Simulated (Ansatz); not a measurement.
# Ag under changes of volume

One of the cells (17.806 Å³/atom); the others are scaled copies at fixed shape and fractional positions:

```
CELL_PARAMETERS angstrom
2.93000 0.00000 0.00000
-1.46500 2.53745 0.00000
0.00000 0.00000 4.79000
ATOMIC_POSITIONS crystal
Ag 0.66667 0.33333 0.75000
Ag 0.33333 0.66667 0.25000
```

This isn't the form of Ag at room conditions, which is fcc.

| Quantity | Value |
| --- | --- |
| Program | Ansatz 0.2.0 |
| Functional | PBE |
| Potentials or basis | all-electron LAPW, scalar-relativistic |
| Cutoff | 250 eV (chosen from the basis error) |
| Basis error allowed | 0.0005 eV/atom |
| k mesh | 10 × 10 × 6 |
| Occupations | fermi-dirac, width 0.05 eV |
| Spin | no spin polarisation |

```tsv
volume (Å³/atom)	energy over the lowest point (meV/atom)	pressure (GPa)
16.738	25.52	7.5
17.094	11.81	4.9
17.450	3.52	2.6
17.806	0.00	0.6
18.162	?	?
18.518	4.96	-2.7
18.875	12.47	-4.0
```

What does the run at 18.162 Å³/atom give?

Energy over the lowest point 0.65 meV/atom; pressure -1.2 GPa.

Worked out: A Birch-Murnaghan fit of order 3 (a polynomial in V^(-2/3)) to the other rows has its minimum at 17.92 Å³/atom with B0 = V·E''(V) = 90 GPa and B' = 5.7 at fixed shape and positions, which overstates the stiffness. It gives 0.65 meV/atom at 18.162 Å³/atom, against the run's 0.65, and -dE/dV = -1.2 GPa, against -1.2.

Energies are extrapolated to zero smearing.
